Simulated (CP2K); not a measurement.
Crystal: C.

```
CELL_PARAMETERS angstrom
4.25517 0.00000 0.00000
0.00000 4.25517 0.00000
0.00000 0.00000 1.28229
ATOMIC_POSITIONS crystal
C 0.50000 0.50000 0.50000
```

The cell was built by a generator and needn't be a form met in nature.

* Program: CP2K 2026.2
* Task: relaxation of cell and atoms
* Functional: LDA
* Potentials or basis: GTH_POTENTIALS C GTH-PADE-q4; TZVP-MOLOPT-PBE-GTH basis
* Density cutoff: 6123 eV
* k mesh: 5 × 5 × 15
* Occupations: fermi-dirac, width 0.01 eV
* Spin: no spin polarisation

At the start: pressure -1.6 GPa; volume 23.22 Å³/atom.

Question: How do energy, volume and symmetry change on relaxing?

Answer: Over 17 steps the energy falls by 81.6 meV/atom and the volume is 13.23 Å³/atom (-43.0 %); space group P4/mmm (No. 123, to 0.05 Å).

Step by step:
| step | energy change (eV) | largest force (eV/Å) | volume (Å³) |
| --- | --- | --- | --- |
| 1 | 0.0000 | 0.0000 | 23.22 |
| 2 | -0.0008 | 0.0000 | 23.15 |
| 3 | -0.0009 | 0.0000 | 23.12 |
| 4 | -0.0009 | 0.0000 | 23.11 |
| 5 | -0.0012 | 0.0000 | 23.01 |
| 6 | -0.0017 | 0.0000 | 22.82 |
| 7 | -0.0034 | 0.0000 | 22.21 |
| 8 | -0.0085 | 0.0000 | 20.48 |
| 9 | -0.0177 | 0.0000 | 17.90 |
| 10 | -0.0266 | 0.0000 | 15.52 |
| 11 | -0.0318 | 0.0000 | 13.34 |
| 12 | -0.0438 | 0.0000 | 13.75 |
| 13 | -0.0812 | 0.0000 | 13.09 |
| 14 | -0.0816 | 0.0000 | 13.30 |
| 15 | -0.0816 | 0.0000 | 13.22 |
| 16 | -0.0816 | 0.0000 | 13.23 |
| 17 | -0.0816 | 0.0000 | 13.23 |

Final structure:
```xyz
1
Lattice="3.2192 0.0000 0.0000 0.0000 3.2192 0.0000 0.0000 0.0000 1.2767" Properties=species:S:1:pos:R:3 pbc="T T T"
C     1.6096    1.6096    0.6384
```

Caveat: the volume moved by over 15 % at a fixed basis, so the end points are rough; the basis of atomic orbitals isn't converged, which shifts pressures, moduli and gaps.
